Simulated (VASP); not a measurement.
## A vacancy on the Ni site in a supercell of NiGe

Aim: the formation energy and local structure of a vacancy on the Ni site in NiGe. The start is a cell from a database of measured crystal structures.

Calculated with VASP 6.6.1; r2SCAN, spin-polarised from a ferromagnetic start; plane waves and PAW (Ge, Ni), in the first sound run; inputs show where later runs differ.

**1. The host crystal**

It takes space group Pnma (No. 62, orthorhombic). The conventional cell has a = 5.381 Å, b = 3.428 Å, c = 5.811 Å, α = 90.00°, β = 90.00°, γ = 90.00°. Ge has 6 Ni at 2.33 to 2.49 Å nearest. Ni has 6 Ge at 2.33 to 2.49 Å nearest. Farther neighbours are not listed.

Coordinates:

```xyz
8
Lattice="5.3810 0.0000 0.0000 0.0000 3.4280 0.0000 0.0000 0.0000 5.8110" Properties=species:S:1:pos:R:3 pbc="T T T"
Ge    1.6789    2.5710    5.3287
Ge    3.7021    0.8570    0.4823
Ge    1.0116    0.8570    2.4232
Ge    4.3694    2.5710    3.3878
Ni    2.6636    2.5710    1.8014
Ni    2.7174    0.8570    4.0096
Ni    0.0269    0.8570    4.7069
Ni    5.3541    2.5710    1.1041
```

**2. The host at zero pressure**

First cell and atoms are relaxed at a raised cutoff, so that later runs start from this functional's own cell.

The input, INCAR:

```
SYSTEM = NiGe
PREC = Accurate
ENCUT = 360
EDIFF = 1E-06
NELM = 120
ISMEAR = 0
SIGMA = 0.05
LREAL = .FALSE.
ALGO = Normal
METAGGA = R2SCAN
LASPH = .TRUE.
NBANDS = 43
ISPIN = 2
MAGMOM = 0 0 0 0 1 1 1 1
LMAXMIX = 4
LORBIT = 11
LWAVE = .FALSE.
LCHARG = .FALSE.
KPAR = 4
IBRION = 2
NSW = 40
ISIF = 3
EDIFFG = -0.02
POTIM = 0.4
```

The input, POSCAR:

```
NiGe
1.0
    5.3810000000      0.0000000000      0.0000000000
    0.0000000000      3.4280000000      0.0000000000
    0.0000000000      0.0000000000      5.8110000000
Ge Ni
4 4
Direct
    0.3120000000      0.7500000000      0.9170000000
    0.6880000000      0.2500000000      0.0830000000
    0.1880000000      0.2500000000      0.4170000000
    0.8120000000      0.7500000000      0.5830000000
    0.4950000000      0.7500000000      0.3100000000
    0.5050000000      0.2500000000      0.6900000000
    0.0050000000      0.2500000000      0.8100000000
    0.9950000000      0.7500000000      0.1900000000
```

The input, KPOINTS:

```
Automatic mesh
0
Gamma
4 6 4
0 0 0
```

The projector-augmented-wave data sets are Ge and Ni (PBE family, release 64).

Launch:

```console
$ mpirun -np 4 vasp_std
```

Output:

```text
[banner, memory and clock lines left out]
running    4 mpi-ranks, on    1 nodes
 distrk:  each k-point on    1 cores,    4 groups
 distr:  one band on    1 cores,    1 groups

 POSCAR found type information on POSCAR GeNi
 POSCAR found :  2 types and       8 ions
|                                                                             |
|               ----> ADVICE to this user running VASP <----                  |
|                                                                             |
|     You enforced a specific xc type in the INCAR file but a different       |
|     [... a line on the potential file left out ...]
|     I HOPE YOU KNOW WHAT YOU ARE DOING!                                     |
|                                                                             |

 LDA part: xc-table for (None), standard interpolation
 POSCAR, INCAR and KPOINTS ok, starting setup
 FFT: planning ... GRIDC
 FFT: planning ... GRID_SOFT
 FFT: planning ... GRID
 WAVECAR not read
 entering main loop
       N       E                     dE             d eps       ncg     rms          rms(c)
DAV:   1     0.267574798891E+03    0.26757E+03   -0.19292E+04  6192   0.117E+03
DAV:   2    -0.872760643973E+02   -0.35485E+03   -0.33507E+03  6215   0.291E+02
DAV:   3    -0.114988037270E+03   -0.27712E+02   -0.26597E+02  7149   0.968E+01
DAV:   4    -0.115574507935E+03   -0.58647E+00   -0.58372E+00  7279   0.139E+01
DAV:   5    -0.115584744845E+03   -0.10237E-01   -0.10235E-01  8626   0.152E+00    0.235E+01
DAV:   6    -0.118189405839E+03   -0.26047E+01   -0.77190E+01  7065   0.130E+02    0.338E+01
DAV:   7    -0.105200546388E+03    0.12989E+02   -0.25047E+01  7299   0.772E+01    0.565E+00
DAV:   8    -0.105456765301E+03   -0.25622E+00   -0.31801E+00  8218   0.169E+01    0.335E+00
DAV:   9    -0.105444934968E+03    0.11830E-01   -0.29520E-01  7594   0.486E+00    0.139E+00
DAV:  10    -0.105445840866E+03   -0.90590E-03   -0.27350E-02  8335   0.193E+00    0.557E-01
DAV:  11    -0.105447640228E+03   -0.17994E-02   -0.99561E-03  8655   0.997E-01    0.202E-01
DAV:  12    -0.105448292818E+03   -0.65259E-03   -0.24687E-03  7546   0.577E-01    0.859E-02
DAV:  13    -0.105448349380E+03   -0.56562E-04   -0.23544E-04  7314   0.145E-01    0.418E-02
DAV:  14    -0.105448346465E+03    0.29152E-05   -0.28481E-05  7023   0.391E-02    0.151E-02
DAV:  15    -0.105448344079E+03    0.23862E-05   -0.37117E-06  5875   0.140E-02    0.514E-03
DAV:  16    -0.105448343996E+03    0.83329E-07   -0.10316E-06  3603   0.977E-03
   1 F= -.10544834E+03 E0= -.10544734E+03  d E =-.105448E+03  mag=     0.0000
 curvature:   0.00 expect dE= 0.000E+00 dE for cont linesearch  0.000E+00
 trial: gam= 0.00000 g(F)=  0.265E-02 g(S)=  0.259E-01 ort = 0.000E+00 (trialstep = 0.100E+01)
 search vector abs. value=  0.286E-01
 bond charge predicted
       N       E                     dE             d eps       ncg     rms          rms(c)
DAV:   1    -0.105813232562E+03   -0.36489E+00   -0.29806E+00  7005   0.201E+01    0.557E+00
DAV:   2    -0.106238498905E+03   -0.42527E+00   -0.41858E+00  7095   0.315E+01    0.717E+00
DAV:   3    -0.105446365456E+03    0.79213E+00   -0.17600E+00  7043   0.208E+01    0.752E-01
DAV:   4    -0.105460354963E+03   -0.13990E-01   -0.65270E-02  6377   0.110E+00    0.512E-01
DAV:   5    -0.105457718987E+03    0.26360E-02   -0.47988E-03  7988   0.954E-01    0.924E-02
DAV:   6    -0.105457813946E+03   -0.94960E-04   -0.74045E-04  6628   0.149E-01    0.376E-02
DAV:   7    -0.105457812343E+03    0.16034E-05   -0.35800E-05  8218   0.424E-02    0.139E-02
DAV:   8    -0.105457805505E+03    0.68383E-05   -0.27759E-06  5281   0.119E-02    0.316E-03
DAV:   9    -0.105457804793E+03    0.71167E-06   -0.54074E-07  3543   0.441E-03
   2 F= -.10545780E+03 E0= -.10545689E+03  d E =-.946080E-02  mag=     0.0000
[... from here on, the cycles between the ionic steps are left out ...]
   3 F= -.10545906E+03 E0= -.10545812E+03  d E =-.107171E-01  mag=    -0.0000
   4 F= -.10546153E+03 E0= -.10546078E+03  d E =-.246739E-02  mag=     0.0000
   5 F= -.10546194E+03 E0= -.10546187E+03  d E =-.288117E-02  mag=    -0.0000
   6 F= -.10546322E+03 E0= -.10546294E+03  d E =-.415814E-02  mag=    -0.0000
   7 F= -.10546323E+03 E0= -.10546298E+03  d E =-.416527E-02  mag=    -0.0000
   8 F= -.10546397E+03 E0= -.10546379E+03  d E =-.743847E-03  mag=     0.0000
   9 F= -.10546431E+03 E0= -.10546421E+03  d E =-.108850E-02  mag=    -0.0000
  10 F= -.10546435E+03 E0= -.10546423E+03  d E =-.112409E-02  mag=    -0.0000
 curvature:  -1.85 expect dE=-0.427E-03 dE for cont linesearch -0.411E-08
 trial: gam= 0.20161 g(F)=  0.217E-03 g(S)=  0.142E-04 ort =-0.145E-05 (trialstep = 0.161E+01)
 search vector abs. value=  0.268E-03
 bond charge predicted
       N       E                     dE             d eps       ncg     rms          rms(c)
DAV:   1    -0.105464545628E+03   -0.19548E-03   -0.50850E-02  6396   0.980E-01    0.681E-02
DAV:   2    -0.105464666996E+03   -0.12137E-03   -0.92240E-04  8090   0.284E-01    0.579E-02
DAV:   3    -0.105464632868E+03    0.34129E-04   -0.19493E-04  7004   0.195E-01    0.301E-02
DAV:   4    -0.105464625494E+03    0.73742E-05   -0.18459E-05  7402   0.581E-02    0.817E-03
DAV:   5    -0.105464625612E+03   -0.11859E-06   -0.42305E-06  6447   0.136E-02
  11 F= -.10546463E+03 E0= -.10546451E+03  d E =-.275174E-03  mag=     0.0000
 trial-energy change:   -0.000275  1 .order   -0.000270   -0.000372   -0.000168
 step:   2.6690(harm=  2.9421)  dis= 0.00304  next Energy=  -105.464682 (dE=-0.332E-03)
 reached required accuracy - stopping structural energy minimisation
```

The job ended after 6.5 min (4 MPI ranks of Intel Xeon 6975P-C (Granite Rapids), shared host; peak memory 1.2 GiB).

The logs omit lines about the potential files and the build; timing stands in the text.

OUTCAR, selected parts (step 2):

```text
ion  position               nearest neighbor table
   1  0.312  0.750  0.917-   8 2.33   6 2.40   6 2.40   7 2.46   7 2.46   5 2.49   2 2.82   2 2.82

  LATTYP: Found a simple orthorhombic cell.
 ALAT       =     3.4280000000
 B/A-ratio  =     1.5697199533
 C/A-ratio  =     1.6951575263

 Subroutine GETGRP returns: Found  8 space group operations
 (whereof  2 operations were pure point group operations)

The static configuration has the point symmetry S_2 .
 The point group associated with its full space group is D_2h.

 Found     36 irreducible k-points:

   k-points           NKPTS =     36   k-points in BZ     NKDIM =     36   number of bands    NBANDS=     43

   dimension x,y,z NGX =    36 NGY =   24 NGZ =   36
   dimension x,y,z NGXF=    72 NGYF=   48 NGZF=   72

   ENCUT  =  360.0 eV  26.46 Ry    5.14 a.u.   8.32  5.30  8.99*2*pi/ulx,y,z

   NELECT =      56.0000    total number of electrons

 k-points in reciprocal lattice and weights: Automatic mesh
   0.00000000  0.00000000  0.00000000       0.010
   0.25000000  0.00000000  0.00000000       0.021
   0.50000000  0.00000000  0.00000000       0.010
   0.00000000  0.16666667  0.00000000       0.021
   0.25000000  0.16666667  0.00000000       0.042
   0.50000000  0.16666667  0.00000000       0.021
   0.00000000  0.33333333  0.00000000       0.021
   0.25000000  0.33333333  0.00000000       0.042
   0.50000000  0.33333333  0.00000000       0.021
[...]
0.25000000  0.50000000  0.50000000       0.021
   0.50000000  0.50000000  0.50000000       0.010

 average (electrostatic) potential at core
       1 -32.7115       2 -32.7115       3 -32.7115       4 -32.7115       5 -89.0663
       6 -89.0663       7 -89.0663       8 -89.0663

 E-fermi :   7.9387

 spin component 1
 k-point     1 :       0.0000    0.0000    0.0000
  band No.  band energies     occupation
    ...
     24       6.0402      1.00000
     25       6.0871      1.00000
     26       6.6848      1.00000
     27       6.8804      1.00000
     28       7.3008      1.00000
     29       8.6014      0.00000
     30       8.6387      0.00000
     31      12.3198      0.00000
     32      12.3822      0.00000
     33      12.8229      0.00000
    ...

 k-point     2 :       0.2500    0.0000    0.0000
  band No.  band energies     occupation
    ...
     23       6.0105      1.00000
     24       6.0618      1.00000
     25       6.1269      1.00000
     26       6.3974      1.00000
     27       7.1569      1.00000
     28       8.1082      0.00000
     29       9.3510      0.00000
     30      10.0804      0.00000
     31      11.5426      0.00000
     32      11.5467      0.00000
    ...

 k-point     3 :       0.5000    0.0000    0.0000
  band No.  band energies     occupation
    ...
     22       5.6603      1.00000
     23       6.1074      1.00000
     24       6.1074      1.00000
     25       6.1456      1.00000
     26       6.1456      1.00000
     27       8.5471      0.00000
     28       8.5471      0.00000
     29       9.7096      0.00000
     30       9.7096      0.00000
     31      11.3808      0.00000
    ...

 k-point     4 :       0.0000    0.1667    0.0000
  band No.  band energies     occupation
    ...
     24       6.1253      1.00000
     25       6.3875      1.00000
     26       6.7026      1.00000
     27       6.7644      1.00000
     28       6.9763      1.00000
     29       8.6284      0.00000
     30       9.0272      0.00000
     31       9.7331      0.00000
     32      10.2371      0.00000
     33      11.3734      0.00000
    ...

 k-point     5 :       0.2500    0.1667    0.0000
  band No.  band energies     occupation
    ...
     24       6.1770      1.00000
     25       6.3819      1.00000
     26       6.5433      1.00000
     27       6.8754      1.00000
     28       7.2678      1.00000
     29       8.9400      0.00000
     30       9.9151      0.00000
     31      10.3434      0.00000
     32      10.5257      0.00000
     33      10.9595      0.00000
    ...

 k-point     6 :       0.5000    0.1667    0.0000
  band No.  band energies     occupation
    ...
     24       6.1174      1.00000
     25       6.3522      1.00000
     26       6.3522      1.00000
     27       7.8281      0.99912
     28       7.8281      0.99912
     29       8.8300      0.00000
     30       8.8300      0.00000
     31      10.9552      0.00000
     32      10.9552      0.00000
     33      11.7932      0.00000
    ...

  Total       -0.0247059      0.0017628      0.0464442     -0.0000000      0.0000000      0.0000000
  in kB       -0.3733354      0.0266384      0.7018275     -0.0000000      0.0000000      0.0000000
  external PRESSURE =       0.1183768 kB  Pullay stress =       0.0000000 kB

  energy-cutoff  :      360.00
  volume of cell :      106.03
      direct lattice vectors                 reciprocal lattice vectors
     5.387314265 -0.000000000  0.000000000     0.185621249  0.000000000  0.000000000
    -0.000000000  3.379011153  0.000000000     0.000000000  0.295944569  0.000000000
     0.000000000  0.000000000  5.824378824     0.000000000  0.000000000  0.171692129

 POSITION                                       TOTAL-FORCE (eV/Angst)
 -----------------------------------------------------------------------------------
      1.66722      2.53426      5.33831         0.008063     -0.000000      0.012784
      3.72010      0.84475      0.48606        -0.008063      0.000000     -0.012784
      1.02644      0.84475      2.42612        -0.008063      0.000000      0.012784
      4.36088      2.53426      3.39825         0.008063     -0.000000     -0.012784
      2.67440      2.53426      1.79896        -0.002498      0.000000     -0.008009
      2.71291      0.84475      4.02542         0.002498     -0.000000      0.008009
      0.01926      0.84475      4.71115         0.002498     -0.000000     -0.008009
      5.36806      2.53426      1.11323        -0.002498      0.000000      0.008009
 -----------------------------------------------------------------------------------
    total drift:                                0.000000      0.000000     -0.000000

  FREE ENERGIE OF THE ION-ELECTRON SYSTEM (eV)
  ---------------------------------------------------
  free  energy   TOTEN  =      -105.4646256121 eV

  energy  without entropy=     -105.4643855671  energy(sigma->0) =     -105.46450559

 reached required accuracy - stopping structural energy minimisation

 total charge
# of ion       s       p       d       tot
------------------------------------------
    1        1.144   1.231   0.123   2.498
    2        1.144   1.231   0.123   2.498
    3        1.144   1.231   0.123   2.498
    4        1.144   1.231   0.123   2.498
    5        0.471   0.562   8.457   9.490
    6        0.471   0.562   8.457   9.490
    7        0.471   0.562   8.457   9.490
    8        0.471   0.562   8.457   9.490
--------------------------------------------------
tot          6.459   7.173  34.317  47.949

 magnetization (x)
# of ion       s       p       d       tot
------------------------------------------
    1        0.000   0.000   0.000   0.000
    2        0.000   0.000   0.000   0.000
    3        0.000   0.000   0.000   0.000
    4        0.000   0.000   0.000   0.000
    5       -0.000  -0.000  -0.000  -0.000
    6       -0.000  -0.000  -0.000  -0.000
    7       -0.000  -0.000  -0.000  -0.000
    8       -0.000  -0.000  -0.000  -0.000
--------------------------------------------------
tot          0.000   0.000  -0.000   0.000

[... 1 further part left out ...]
```

CONTCAR:

```
NiGe
   1.00000000000000
     5.3873142646420300   -0.0000000000000000    0.0000000000000000
    -0.0000000000000000    3.3790111527805222    0.0000000000000000
     0.0000000000000000    0.0000000000000000    5.8243788237360148
  Ge              Ni
     4     4
Direct
     0.3094712846995614    0.7500000000000000    0.9165465446170727
     0.6905287153004389    0.2500000000000000    0.0834534553829274
     0.1905287153004387    0.2500000000000000    0.4165465446170726
     0.8094712846995611    0.7500000000000000    0.5834534553829273
     0.4964255664801424    0.7500000000000000    0.3088671484124203
     0.5035744335198576    0.2500000000000000    0.6911328515875796
     0.0035744335198576    0.2500000000000000    0.8088671484124204
     0.9964255664801424    0.7500000000000000    0.1911328515875797
```

The moments of the start collapse, so the state is non-magnetic; other starts or orders were not tried. The k-mesh is coarse for a metal. The PAW data sets were made with PBE, which is usual practice but a small mismatch for other functionals. The data set Ge keeps the semicore shell frozen, which is cheaper and a little less accurate. The run keeps the 8 symmetry operations of its start, so it cannot find a distortion of lower symmetry.

Relaxation path:

| step | energy less that of the first step (eV) | largest force (eV/Å) | pressure (GPa) | volume (Å³) |
| --- | --- | --- | --- | --- |
| 1 | 0.0000 | 0.1136 | -1.90 | 107.19 |
| 2 | -0.0095 | 0.0631 | 1.09 | 105.23 |
| 3 | -0.0107 | 0.0765 | 0.29 | 105.73 |
| 4 | -0.0132 | 0.0492 | 0.24 | 105.80 |
| 5 | -0.0136 | 0.1018 | -0.06 | 106.03 |
| 6 | -0.0149 | 0.0560 | 0.14 | 105.92 |
| 7 | -0.0149 | 0.0597 | 0.01 | 105.93 |
| 8 | -0.0156 | 0.0398 | 0.02 | 105.98 |
| 9 | -0.0160 | 0.0346 | -0.03 | 106.06 |
| 10 | -0.0160 | 0.0305 | -0.01 | 106.04 |
| 11 | -0.0163 | 0.0151 | 0.01 | 106.03 |

| conventional cell, symmetrised | before | after | change |
| --- | --- | --- | --- |
| a (Å) | 5.381 | 5.387 | +0.1 % |
| b (Å) | 3.428 | 3.379 | -1.4 % |
| c (Å) | 5.811 | 5.824 | +0.2 % |
| volume (Å³/atom) | 13.40 | 13.25 | -1.1 % |

The atoms that moved most (Å, as changes of fractional coordinates times the final cell):

| atom | dx | dy | dz | length |
| --- | --- | --- | --- | --- |
| Ge4 | -0.014 | 0.000 | 0.003 | 0.014 |
| Ge2 | 0.014 | 0.000 | 0.003 | 0.014 |
| Ge3 | 0.014 | 0.000 | -0.003 | 0.014 |
| Ge1 | -0.014 | 0.000 | -0.003 | 0.014 |
| Ni7 | -0.008 | 0.000 | -0.007 | 0.010 |
| Ni6 | -0.008 | 0.000 | 0.007 | 0.010 |
| Ni5 | 0.008 | 0.000 | -0.007 | 0.010 |
| Ni8 | 0.008 | 0.000 | 0.007 | 0.010 |

The relaxed structure:

```xyz
8
Lattice="5.3873 0.0000 0.0000 0.0000 3.3790 0.0000 0.0000 0.0000 5.8244" Properties=species:S:1:pos:R:3 pbc="T T T"
Ge    1.6672    2.5343    5.3383
Ge    3.7201    0.8448    0.4861
Ge    1.0264    0.8448    2.4261
Ge    4.3609    2.5343    3.3983
Ni    2.6744    2.5343    1.7990
Ni    2.7129    0.8448    4.0254
Ni    0.0193    0.8448    4.7111
Ni    5.3681    2.5343    1.1132
```

This step gave:

```yaml
electronic_cycles: 82
electrons: 56
free_energy_toten: -105.4646 eV
energy_at_zero_smearing: -105.4645 eV
fermi_energy: 7.939 eV
labelled_metallic_from_the_levels_on_this_mesh: yes
```

The spin moment in the PAW sphere vanishes on all atoms.

The run ended after 11 ionic steps, 0.016 eV below its first step, once forces and stress met EDIFFG = -0.02.

[end of part 1 of 4]

[Lines on the potential files, build, host, timing and source positions are cut from VASP's logs without a mark.]

[Logs are printed without paths, hosts, clocks, repeated set-up lines and the standing remarks that a program may print on its own settings, such as how far it seeks lower states.]

[Hosts, paths, dates, database ids (printed as entryN), source tags and the programs' standing remarks are cut or masked in the printed files.]

[In band tables of VASP the shares of atoms and orbitals are scaled to a sum of 1 inside the atoms' spheres.]

[Runs that stopped without an error message from VASP are left out.]
